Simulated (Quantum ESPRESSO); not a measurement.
# GaSb (F-43m) in Quantum ESPRESSO: further runs, part 2 of 2

Quantum ESPRESSO 7.5. The steps go on from the part before.

## Step 3: Single point, r2SCAN, 26.91 Å³/atom

Input file pw.in:

```
&CONTROL
  calculation = 'scf'
  prefix = 'pwscf'
  outdir = './tmp'
  pseudo_dir = './pseudo'
  tstress = .true.
  disk_io = 'nowf'
/
&SYSTEM
  ibrav = 0
  nat = 2
  ntyp = 2
  ecutwfc = 88
  nbnd = 21
  input_dft = 'r2scan'
  occupations = 'smearing'
  smearing = 'fd'
  degauss = 0.00367493
  nosym = .true.
  nr1 = 60
  nr2 = 60
  nr3 = 60
/
&ELECTRONS
  conv_thr = 1d-08
  electron_maxstep = 120
  mixing_beta = 0.5
/
ATOMIC_SPECIES
Sb   121.7600 Sb_ONCV_PBE-1.2.upf
Ga    69.7230 Ga_ONCV_PBE-1.2.upf
CELL_PARAMETERS angstrom
   0.0000000000    2.9965539066    2.9965539066
   2.9965539066    0.0000000000    2.9965539066
   2.9965539066    2.9965539066    0.0000000000
ATOMIC_POSITIONS crystal
Sb     0.7500000000    0.7500000000    0.7500000000
Ga     0.0000000000    0.0000000000    0.0000000000
K_POINTS automatic
4 4 4 0 0 0
```

Potentials or basis: SG15 PBE 1.2.

Run with:

```
$ OMP_NUM_THREADS=1 mpirun -n 4 pw.x -nk 2 -in pw.in > pw.out
```

Run time: 98 s. Hardware: 4 MPI ranks of Arm Neoverse V2, shared host; peak memory 0.4 GiB.

It converged, with:

| Item | Value |
| --- | --- |
| Free energy | -3680.3910 eV |
| Pressure | 2.3 GPa |
| Band gap on the k mesh | 0.45 eV, direct |

Caveat: the k mesh is coarse (spacing up to 0.45 Å⁻¹), so the values aren't converged; the potentials were made for another functional, which shifts forces and pressure; spin-orbit coupling is left out, which moves the levels of the heavy elements.

## Step 4: Single point, r2SCAN, 27.48 Å³/atom

Edit pw.in of step 3 so:

```diff
@@ -32,5 +32,5 @@
 CELL_PARAMETERS angstrom
-   0.0000000000    2.9965539066    2.9965539066
-   2.9965539066    0.0000000000    2.9965539066
-   2.9965539066    2.9965539066    0.0000000000
+   0.0000000000    3.0176570942    3.0176570942
+   3.0176570942    0.0000000000    3.0176570942
+   3.0176570942    3.0176570942    0.0000000000
 ATOMIC_POSITIONS crystal
```

Run with:

```
$ OMP_NUM_THREADS=1 mpirun -n 4 pw.x -nk 2 -in pw.in > pw.out
```

It took 98 s on 4 MPI ranks of Arm Neoverse V2, shared host; peak memory 0.4 GiB.

It converged, with:

```
Free energy            : -3680.4028 eV
Pressure               : 1.0 GPa
Band gap on the k mesh : 0.29 eV, direct
```

Caveat: the k mesh is coarse (spacing up to 0.45 Å⁻¹), so the values aren't converged; the potentials were made for another functional, which shifts forces and pressure; spin-orbit coupling is left out, which moves the levels of the heavy elements.

## Step 5: Single point, r2SCAN, 28.05 Å³/atom

Edit pw.in of step 4 so:

```diff
@@ -32,5 +32,5 @@
 CELL_PARAMETERS angstrom
-   0.0000000000    3.0176570942    3.0176570942
-   3.0176570942    0.0000000000    3.0176570942
-   3.0176570942    3.0176570942    0.0000000000
+   0.0000000000    3.0384691801    3.0384691801
+   3.0384691801    0.0000000000    3.0384691801
+   3.0384691801    3.0384691801    0.0000000000
 ATOMIC_POSITIONS crystal
```

Run with:

```
$ OMP_NUM_THREADS=1 mpirun -n 4 pw.x -nk 2 -in pw.in > pw.out
```

It took 92 s on 4 MPI ranks of Arm Neoverse V2, shared host; peak memory 0.4 GiB.

It converged, with:

| Quantity | Value |
| --- | --- |
| Free energy | -3680.4061 eV |
| Pressure | 0.0 GPa |
| Band gap on the k mesh | 0.14 eV, direct |

Caveat: the k mesh is coarse (spacing up to 0.45 Å⁻¹), so the values aren't converged; the potentials were made for another functional, which shifts forces and pressure; spin-orbit coupling is left out, which moves the levels of the heavy elements.

## Step 6: Single point, r2SCAN, 28.62 Å³/atom

Edit pw.in of step 5 so:

```diff
@@ -32,5 +32,5 @@
 CELL_PARAMETERS angstrom
-   0.0000000000    3.0384691801    3.0384691801
-   3.0384691801    0.0000000000    3.0384691801
-   3.0384691801    3.0384691801    0.0000000000
+   0.0000000000    3.0590000000    3.0590000000
+   3.0590000000    0.0000000000    3.0590000000
+   3.0590000000    3.0590000000    0.0000000000
 ATOMIC_POSITIONS crystal
```

Potentials or basis: SG15 PBE 1.2.

Run with:

```
$ OMP_NUM_THREADS=1 mpirun -n 4 pw.x -nk 2 -in pw.in > pw.out
```

It took 97 s on 4 MPI ranks of Arm Neoverse V2, shared host; peak memory 0.4 GiB.

It converged, with:

```
Free energy            : -3680.4031 eV
Pressure               : -0.8 GPa
Band gap on the k mesh : none (metal or under the smearing width)
```

Caveat: the k mesh is coarse (spacing up to 0.44 Å⁻¹), so the values aren't converged; the potentials were made for another functional, which shifts forces and pressure.

## Step 7: Single point, r2SCAN, 29.20 Å³/atom

Edit pw.in of step 6 so:

```diff
@@ -32,5 +32,5 @@
 CELL_PARAMETERS angstrom
-   0.0000000000    3.0590000000    3.0590000000
-   3.0590000000    0.0000000000    3.0590000000
-   3.0590000000    3.0590000000    0.0000000000
+   0.0000000000    3.0792588685    3.0792588685
+   3.0792588685    0.0000000000    3.0792588685
+   3.0792588685    3.0792588685    0.0000000000
 ATOMIC_POSITIONS crystal
```

Run with:

```
$ OMP_NUM_THREADS=1 mpirun -n 4 pw.x -nk 2 -in pw.in > pw.out
```

Run time: 97 s. Hardware: 4 MPI ranks of Arm Neoverse V2, shared host; peak memory 0.4 GiB.

It converged, with:

| Item | Value |
| --- | --- |
| Free energy | -3680.3945 eV |
| Pressure | -1.7 GPa |
| Band gap on the k mesh | none (metal or under the smearing width) |

Caveat: the k mesh is coarse (spacing up to 0.44 Å⁻¹), so the values aren't converged; the potentials were made for another functional, which shifts forces and pressure.

## Step 8: Single point, r2SCAN, 29.77 Å³/atom

Edit pw.in of step 7 so:

```diff
@@ -32,5 +32,5 @@
 CELL_PARAMETERS angstrom
-   0.0000000000    3.0792588685    3.0792588685
-   3.0792588685    0.0000000000    3.0792588685
-   3.0792588685    3.0792588685    0.0000000000
+   0.0000000000    3.0992546163    3.0992546163
+   3.0992546163    0.0000000000    3.0992546163
+   3.0992546163    3.0992546163    0.0000000000
 ATOMIC_POSITIONS crystal
```

Run with:

```
$ OMP_NUM_THREADS=1 mpirun -n 4 pw.x -nk 2 -in pw.in > pw.out
```

Run time: 92 s. Hardware: 4 MPI ranks of Arm Neoverse V2, shared host; peak memory 0.4 GiB.

It converged, with:

```
Free energy            : -3680.3798 eV
Pressure               : -2.5 GPa
Band gap on the k mesh : none (metal or under the smearing width)
```

Caveat: the k mesh is coarse (spacing up to 0.44 Å⁻¹), so the values aren't converged; the potentials were made for another functional, which shifts forces and pressure.

## Step 9: Single point, r2SCAN, 30.34 Å³/atom

Edit pw.in of step 8 so:

```diff
@@ -32,5 +32,5 @@
 CELL_PARAMETERS angstrom
-   0.0000000000    3.0992546163    3.0992546163
-   3.0992546163    0.0000000000    3.0992546163
-   3.0992546163    3.0992546163    0.0000000000
+   0.0000000000    3.1189956238    3.1189956238
+   3.1189956238    0.0000000000    3.1189956238
+   3.1189956238    3.1189956238    0.0000000000
 ATOMIC_POSITIONS crystal
```

Potentials or basis: SG15 PBE 1.2.

Run with:

```
$ OMP_NUM_THREADS=1 mpirun -n 4 pw.x -nk 2 -in pw.in > pw.out
```

Wall time 1.7 min (4 MPI ranks of Arm Neoverse V2, shared host); peak memory 0.44 GiB.

Results (log left out):

| Quantity | Value |
| --- | --- |
| Free energy | -3680.3593 eV |
| Pressure | -3.3 GPa |
| Band gap on the k mesh | none (metal or under the smearing width) |

Caveat: the k mesh is coarse (spacing up to 0.44 Å⁻¹), so the values aren't converged; the potentials were made for another functional, which shifts forces and pressure.

## Step 10: Equation of state, r2SCAN

This step only gathers the single runs of the series.

What came out:

* Equilibrium volume: 28.09 Å³/atom
* Bulk modulus: 46 GPa
* Pressure derivative of the bulk modulus: 2.9 (rough: it moves with the points fitted)

Energy against volume, from the lowest point:
| volume (Å³/atom) | energy (meV/atom) |
| --- | --- |
| 26.907 | 7.57 |
| 27.480 | 1.69 |
| 28.052 | 0.00 |
| 28.625 | 1.49 |
| 29.197 | 5.81 |
| 29.770 | 13.19 |
| 30.342 | 23.43 |

Caveat: the k mesh is coarse (spacing up to 0.44 Å⁻¹), so the values aren't converged; the potentials were made for another functional, which shifts forces and pressure. Spin-orbit coupling is left out, which matters for the levels of Sb.

## Step 11: Against experiment

Step 2. Measured gap of GaSb: 0.811 eV (direct; 4.2 K; a printed reference work, data compilation). This calculation gives 0.00 eV (-0.81 eV). Spin-orbit coupling on Ga, Sb is left out. The value is that of r2SCAN on a finite k mesh, which can miss the band edges, without temperature or zero-point motion.
